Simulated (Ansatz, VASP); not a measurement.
# Si23BHO48 (B-H pair in alpha-quartz) in two plane-wave programs

Wanted: the spread between two codes on one cell, functional and k mesh. The cell is taken from a series of runs on this material, whose earlier steps may have relaxed, scaled, displaced or heated it; both programs get it as it stands.

Program: Ansatz 0.2.0. Level of theory: plane waves, with VASP 6.6.1 beside it; single point at HSE06. Results are calculated unless marked as measured.

## (1) The structure

The cell holds 73 atoms: 23 Si, 48 O, 1 B and 1 H. Cell: a = 10.037 Å, b = 10.037 Å, c = 11.018 Å, α = 90.0°, β = 90.0°, γ = 120.0°. It derives from SiO2 (SiO2 (P3_221)). Nearest the centre at fractional (0.246, 0.226, 0.471): B72 at 1.05 Å, O24 at 1.41 Å, O29 at 1.74 Å, O32 at 1.75 Å, O33 at 1.78 Å, H73 at 2.09 Å, Si1 at 2.82 Å, Si6 at 3.06 Å.

## (2) Ansatz: single point, HSE06

Ansatz runs on its default PAW (the set named soft_2) files.

With cell and atoms fixed, the geometry can't cause a difference; cores, projectors, grids and the points listed under the comparison can.

input.yaml

```yaml
crystal:
  lattice:
    - [10.03667685, 0.0, 0.0]
    - [-5.01833842, 8.69201712, 0.0]
    - [0.0, 0.0, 11.01794798]
  atoms:
    - { symbol: Si, position: [0.23373282, -0.013474832, 0.329793894] }
    - { symbol: Si, position: [0.001700815, 0.247478195, 0.169031202] }
    - { symbol: Si, position: [0.258795152, 0.261861766, -0.000919698] }
    - { symbol: O, position: [0.182756425, 0.100693254, 0.389812069] }
    - { symbol: O, position: [0.372635576, 0.082611219, 0.236381235] }
    - { symbol: O, position: [0.410595655, 0.290145841, 0.070643422] }
    - { symbol: O, position: [0.120291585, 0.215743145, 0.093715698] }
    - { symbol: O, position: [0.09128791, 0.374071557, 0.273261645] }
    - { symbol: O, position: [0.300433038, 0.417343918, 0.443662601] }
    - { symbol: Si, position: [0.242026358, 0.0026838, 0.834941557] }
    - { symbol: Si, position: [0.009818154, 0.256095793, 0.668703823] }
    - { symbol: B, position: [0.277241368, 0.314939768, 0.534235851] }
    - { symbol: O, position: [0.206543586, 0.123855523, 0.902537821] }
    - { symbol: O, position: [0.37211178, 0.089391683, 0.732529252] }
    - { symbol: O, position: [0.400299115, 0.302858709, 0.57247243] }
    - { symbol: O, position: [0.138641683, 0.237742508, 0.594828931] }
    - { symbol: O, position: [0.097255229, 0.396566118, 0.763109436] }
    - { symbol: O, position: [0.29845122, 0.418038292, 0.928343381] }
    - { symbol: Si, position: [0.246185514, 0.496437401, 0.342933193] }
    - { symbol: Si, position: [-0.006405217, 0.726121186, 0.158971768] }
    - { symbol: Si, position: [0.265345961, 0.765883264, -0.00016965] }
    - { symbol: O, position: [0.212223606, 0.620410655, 0.40814919] }
    - { symbol: O, position: [0.380446067, 0.582192396, 0.242341422] }
    - { symbol: O, position: [0.409082111, 0.796013021, 0.084008248] }
    - { symbol: O, position: [0.112155439, 0.696946838, 0.081650487] }
    - { symbol: O, position: [0.085421324, 0.852902743, 0.261506653] }
    - { symbol: O, position: [0.291115241, 0.911366802, 0.432021305] }
    - { symbol: Si, position: [0.256783553, 0.510917804, 0.830502355] }
    - { symbol: Si, position: [0.004244668, 0.739814614, 0.67001915] }
    - { symbol: Si, position: [0.263249078, 0.759544925, 0.503321233] }
    - { symbol: O, position: [0.235620171, 0.641253088, 0.896625397] }
    - { symbol: O, position: [0.395317743, 0.592464139, 0.733296291] }
    - { symbol: O, position: [0.421269332, 0.797245499, 0.569905625] }
    - { symbol: O, position: [0.129477534, 0.709070942, 0.603991436] }
    - { symbol: O, position: [0.086090243, 0.872788988, 0.771139651] }
    - { symbol: O, position: [0.300210444, 0.924402281, 0.934780715] }
    - { symbol: Si, position: [0.747547029, -0.000121461, 0.3352888] }
    - { symbol: Si, position: [0.495556209, 0.237745612, 0.167763435] }
    - { symbol: Si, position: [0.759240503, 0.262112403, 0.002747179] }
    - { symbol: O, position: [0.711573192, 0.115344981, 0.410759265] }
    - { symbol: O, position: [0.876447169, 0.089327679, 0.233030007] }
    - { symbol: O, position: [0.914226595, 0.303076971, 0.076515072] }
    - { symbol: O, position: [0.618226346, 0.205892601, 0.097545866] }
    - { symbol: O, position: [0.581012646, 0.3722712, 0.267266905] }
    - { symbol: O, position: [0.795970441, 0.409869591, 0.425347473] }
    - { symbol: Si, position: [0.755435859, 0.008738639, 0.833455363] }
    - { symbol: Si, position: [0.488858718, 0.246516031, 0.662480646] }
    - { symbol: Si, position: [0.75411557, 0.257142939, 0.501896104] }
    - { symbol: O, position: [0.719462887, 0.127890566, 0.904283414] }
    - { symbol: O, position: [0.899402148, 0.099102736, 0.741947573] }
    - { symbol: O, position: [0.903718353, 0.292056644, 0.580204333] }
    - { symbol: O, position: [0.607509338, 0.213762824, 0.587075972] }
    - { symbol: O, position: [0.582921307, 0.379283099, 0.762079727] }
    - { symbol: O, position: [0.785897295, 0.413843671, 0.931680563] }
    - { symbol: Si, position: [0.741598416, 0.4939999, 0.329284545] }
    - { symbol: Si, position: [0.498589257, 0.738765961, 0.172746137] }
    - { symbol: Si, position: [0.755691374, 0.758068588, -0.000889887] }
    - { symbol: O, position: [0.721863645, 0.625150118, 0.39805224] }
    - { symbol: O, position: [0.869909521, 0.568800399, 0.223967817] }
    - { symbol: O, position: [0.907391958, 0.786808086, 0.070804363] }
    - { symbol: O, position: [0.615877987, 0.708355117, 0.093708358] }
    - { symbol: O, position: [0.591070468, 0.870946835, 0.272896795] }
    - { symbol: O, position: [0.815240314, 0.92010014, 0.426000564] }
    - { symbol: Si, position: [0.737712411, 0.499671266, 0.831882206] }
    - { symbol: Si, position: [0.513288315, 0.749330272, 0.663563951] }
    - { symbol: Si, position: [0.771242117, 0.761043783, 0.49599558] }
    - { symbol: O, position: [0.706230094, 0.623816022, 0.899385434] }
    - { symbol: O, position: [0.87587847, 0.584266383, 0.734744621] }
    - { symbol: O, position: [0.923917645, 0.793207772, 0.568515708] }
    - { symbol: O, position: [0.632372934, 0.716244937, 0.5896577] }
    - { symbol: O, position: [0.604607739, 0.889091309, 0.757952829] }
    - { symbol: O, position: [0.796474601, 0.916268617, 0.931885823] }
    - { symbol: H, position: [0.036704068, 0.033304035, 0.425347417] }
basis:
  ecutwfc: 420
  xc_grid: 2
hamiltonian:
  xc: hse06
kpoints:
  mp_grid: { grid: [1, 1, 1] }
scf:
  occupations: { method: fermi_dirac, width: 0.01 }
  max_iter: 120
output:
  forces: true
checkpoint:
  read: "../relax.run"
```

Run with:

```
> ansatz run input.yaml --threads 4 --pin off --max-ram 7536MiB --backend cpu --events-out ev --progress --plain --runs-dir out
```

Numbers of over 12 decimals in the logs are rounded to 6 here.

What it wrote:

```text
Warning: checkpoint.read: the run can stay near the saved state's solution: 2 site(s) moved relative to the saved geometry (max |Δs| = 3.786e-2 fractional); the SCF starts from the saved state under `checkpoint.density_extrapolation: transplant`, in force with no word given; its orbitals are not used off its sites. A run without `checkpoint.read` takes nothing of the state. A lower free energy from it at the same positions (and U, V and field ramp, if any) shows a solution that this start missed, and an equal or higher one rules none out (checkpoint.read, Limitations, in the input reference)
exact exchange: scf.exx.singularity resolves to wigner_seitz, which cuts the screened interaction at the faces of the exchange supercell's Wigner-Seitz cell, so that each pair interacts once, at the shortest of its separations (the periodic images that this leaves out come, for a point-like exchange hole, to about 0.008 eV on a filled level). The cut falls within the interaction's reach, and what an exchange supercel [...]
Engine: ansatz 0.2.0, aarch64-unknown-linux-gnu
Pseudopotentials: kind: paw
Pseudopotential: Si, paw, valence charge 4, recommended cutoff 420 eV (normal), Si.paw.azcp
Pseudopotential: O, paw, valence charge 6, recommended cutoff 420 eV (normal), O.paw.azcp
Pseudopotential: B, paw, valence charge 3, recommended cutoff 420 eV (normal), B.paw.azcp
Pseudopotential: H, paw, valence charge 1, recommended cutoff 420 eV (normal), H.paw.azcp
Functional definition: HSE06
  parameter a = 0.25
  parameter omega = 0.11/bohr
  exchange = pbe_x - a*pbe_x_sr(omega) + a*exact_x_sr(omega)
  correlation = pbe_c
Crystal: 73 atoms, lattice volume = 961.194 Å³
Basis set: ecut = 420 eV, 18781 PW (Γ), exchange–correlation on 144×144×150 points (8 copies of the dense FFT grid, shifted against one another)
Bands: 265, of which v1, the nominal top of the filled ones, is band 192 counted from 1 (191 counted from 0)
Symmetry: 1 space group operations
Space group: P1 (ITA 1), of the structure as read, at distance tolerance 9.9e-5 Å
k-points: 1
Non-local potential: Si, projectors of the file, l = 0: 2, l = 1: 2, l = 2: 2
Non-local potential: O, projectors of the file, l = 0: 2, l = 1: 2, l = 2: 1
Non-local potential: B, projectors of the file, l = 0: 2, l = 1: 2, l = 2: 1
Non-local potential: H, projectors of the file, l = 0: 2, l = 1: 1
PAW form: soft (Blöchl's): semilocal exchange-correlation on the pseudo side does not see the compensation charge
PAW frozen core: Si, regenerated for the run's functional, and the local potential with it (the file was generated under x = pbe(κ = 0.804, μ = 0.219515), c = pbe(β = 0.066725))
PAW frozen core: O, regenerated for the run's functional, and the local potential with it (the file was generated under x = pbe(κ = 0.804, μ = 0.219515), c = pbe(β = 0.066725))
PAW frozen core: B, regenerated for the run's functional, and the local potential with it (the file was generated under x = pbe(κ = 0.804, μ = 0.219515), c = pbe(β = 0.066725))
PAW one-centre angular grid: Si, 110 points (default); XC on 64 Gauss nodes
PAW one-centre angular grid: O, 110 points (default); XC on 96 Gauss nodes
PAW one-centre angular grid: B, 110 points (default); XC on 64 Gauss nodes
PAW one-centre angular grid: H, 110 points (default); XC on 64 Gauss nodes
Initial density: read from a saved state, or passed on in memory by an earlier SCF of this step, an earlier step, the calling program or the single point that the run made first, carried with its atoms to this geometry
Initial wavefunctions: pseudopotential atomic-orbital guess
Functional: x = pbe(κ = 0.804, μ = 0.219515), c = pbe(β = 0.066725), warm-up for x = pbe(κ = 0.804, μ = 0.219515) + 0.25 (exact − pbe) at short range (hse, ω = 0.207870 Å⁻¹), c = pbe(β = 0.066725); HSE06 as pw.x's `hse` composes it (authors' and Libxc's form: `xc: wpbeh`)
iter 1 solved again at ethr=2.20e-4 eV; its pass at ethr=1.00e-1 eV (dr2=8.44e-1 eV) is discarded
[...]
hybrid outer 1: dexx = +1.325e-1 eV, tail = 2.19e-4 eV
Exchange kernel: α = 0.2500, screened, ω = 0.2079 Å⁻¹, Wigner–Seitz truncation, v(0) = 901.6764 eV·Å³, q-mesh 1×1×1, nearest image of the exchange supercell L = 10.04 Å, pair-density grid 45×45×54, without the augmentation charges, whose exchange is taken in its separable form (sized by the pseudopotential files, 60×60×75 at the most), smooth part of the exchange summed in real space on grids 60×54×70 (short range) and 33×36×42 (long range)
Frozen-core exchange: fock
SCF iter   1: F=—  HF=-42118.503974 eV  |F-HF|=—  |Δ(HF+E_count)|=         —  Δρ=3.57e-5  dr2=9.11e-6  ethr=2.86e-7  ⟨swp⟩=11.0  Hψ=702  notcnv=0
preconditioner: auto → none  [insulator: Δε(μ)=7.080 eV  Ē_g=19.283 eV  σ=0.010 eV  W_gap=1.00  n_scr=212 (ndim 8)  ℏωp=23.5 eV  f_vac=0.175  D(μ)=0.00/eV (n_scr^D=0)]
SCF iter   2: F=—  HF=-42118.503974 eV  |F-HF|=—  |Δ(HF+E_count)|=   5.45e-8  Δρ=1.22e-5  dr2=1.13e-6  ethr=1.74e-9  ⟨swp⟩=4.0  Hψ=624  notcnv=0
SCF iter   3: F=—  HF=-42118.503978 eV  |F-HF|=—  |Δ(HF+E_count)|=   3.79e-6  Δρ=1.39e-5  dr2=1.55e-6  ethr=1.52e-10  ⟨swp⟩=10.0  Hψ=886  notcnv=0  defer=3
SCF iter   4: F=—  HF=-42118.503977 eV  |F-HF|=—  |Δ(HF+E_count)|=   3.98e-7  Δρ=2.87e-6  dr2=4.79e-8  ethr=1.52e-10  ⟨swp⟩=5.0  Hψ=632  notcnv=0
SCF iter   5: F=-42118.503977 eV  HF=-42118.503977 eV  |F-HF|=1.18e-9  |Δ(HF+E_count)|=   7.18e-9  Δρ=1.11e-6  dr2=6.18e-9  ethr=1.20e-11  ⟨swp⟩=4.0  Hψ=571  notcnv=0
SCF 3 converged in 5 iterations: F = -42118.503977 eV  dr2 = 6.18e-9
  Residual-converged pass: ⟨swp⟩=3.0  Hψ=464  notcnv=0  max |occ|·‖R‖ = 2.4e-6 eV (tolerance 2.5e-6 eV)  dr2=6.28e-9  dr2_onsite=1.64e-10  max |Δocc| = 0.0e0
hybrid outer 2: dexx = +3.775e-6 eV, tail = 3.15e-8 eV, Δε = 4.68e-3 eV (about 6.46e-5 eV left of the loop's levels), ΔF = 5.99e-3 eV/Å (tail 7.00e-4)
hybrid SCF converged: 2 outer / 11 inner (+5 warm-up), last move |dexx| = 3.78e-6 eV, tail = 3.15e-8 eV
Stability not checked: this state was not tested for a lower state beside it, because the functional holds exact exchange (a hybrid, or Hartree-Fock), whose exchange loop this test does not read (fock_operator; see scf.lower_state_search)
Free energy (F): -42118.503978 eV
Frozen-core exchange: fock
Harris-Foulkes:  -42118.503978 eV  (|F-HF|=1.18e-9)
Internal energy: -42118.503978 eV  (E = F + TS)
E sigma→0 (E₀):  -42118.503978 eV
Fermi energy:    4.458079 eV
--- Per-component energies (eV) ---
  E_band       = -2581.070925
  E_kinetic    = 9723.035651
  E_local      = -24925.587404  (includes V_loc(G=0)·N_el)
  E_nonlocal   = 2806.757497
  E_hartree    = 9039.301133
  E_xc         = -3927.446043
  E_vxc        = -4538.038139  (∫ρ·V_xc dr)
  E_exx        = -1106.205421  (= α·E_x^exact, valence–valence)
  E_paw        = -19380.329169  (= ΣΔE_a)
  E_vpaw       = -1513.558717  (= ΣTr[D̂ρ^β])
  E_aug_tail   = 0.123512  (compensation charges beyond the density's cutoff)
  E_ewald      = -14345.501812
  E_core_change = -2.651906  (= ΣΔE_core)
  E_smearing   = -0.000000  (= −TS)
  E_closure    = -0.000014  (closes the sum)
  Σ components = -42118.503978   (vs F -42118.503978, Δ=0.00e0)
--- Forces (eV/Å), atoms counted from 1 ---
  atom   1  Si    -0.36587964     0.05974424     0.19323225
  atom   2  Si     0.10414751     0.07978917    -0.01557447
  atom   3  Si     0.01873416    -0.01579428     0.04228772
  atom   4  O     -4.97923819    -2.03636855     1.82236940
  atom   5  O      0.18936849     0.05853487    -0.17506088
  atom   6  O     -0.00651296     0.02077889    -0.03032851
  atom   7  O     -0.03356924     0.00390490    -0.01388559
  atom   8  O     -0.03310559    -0.01116591    -0.01874981
  atom   9  O     -0.02454972     0.07049065     0.00241040
  atom  10  Si     0.01751561     0.02708546     0.00696313
  atom  11  Si     0.07159975     0.06163998     0.01960508
  atom  12  B      0.05140423    -0.15077321    -0.16800324
  atom  13  O     -0.00374106    -0.00730088    -0.01143317
  atom  14  O      0.00588108    -0.00702890     0.01555782
  atom  15  O      0.04654994     0.03933400     0.06995680
  atom  16  O     -0.11425470    -0.02229553     0.07607766
  atom  17  O     -0.01243977    -0.00284695    -0.00033368
  atom  18  O     -0.00696548     0.01434936    -0.01509923
  atom  19  Si     0.01421880    -0.05498472     0.04956196
  atom  20  Si     0.06774956     0.10982523     0.09162609
  atom  21  Si    -0.03975751     0.00413101     0.01889697
  atom  22  O      0.01101770    -0.02223426     0.00105427
  atom  23  O      0.02203158     0.04196499    -0.01588964
  atom  24  O      0.03600366     0.00510114     0.02072247
[...]
atom  66  Si     0.11448600    -0.57009022     0.26779002
  atom  67  O     -0.00403812     0.00405822    -0.00843101
  atom  68  O     -0.00576267     0.02199113    -0.02828138
  atom  69  O     -0.14800921     0.06140536    -0.10147459
  atom  70  O      0.08095998     0.07662584    -0.11538135
  atom  71  O      0.01405420    -0.00834200    -0.02251228
  atom  72  O     -0.00793200     0.00433916    -0.01000534
  atom  73  H      4.76928013     2.17181684    -1.81564158
  max |Σ_I F_I| component: 2.29e-4 eV/Å
--- Band table (eV) ---
  k-point 0: bands = [... 188 lower, 0.5916, 0.5997, 0.7580, 0.9181, 7.9980]
  guard bands above this table: 72 of the run's 265 bands. The solve was not asked for them (output.publish_guard_bands: true or output.eigenvalues: true publishes all)
```

Reading the cycles: dr2 is the Hartree energy of the density residual (eV), the measure of convergence; HF is the Harris–Foulkes estimate of the energy, which meets the free energy F at convergence.

(Continued in part 2 of 2.)

[Lines on the potential files, build, host, timing and source positions are cut from VASP's logs without a mark.]

[Logs are printed without paths, hosts, clocks, repeated set-up lines and the standing remarks that a program may print on its own settings, such as how far it seeks lower states.]

[Hosts, paths, dates, database ids (printed as entryN), source tags and the programs' standing remarks are cut or masked in the printed files.]
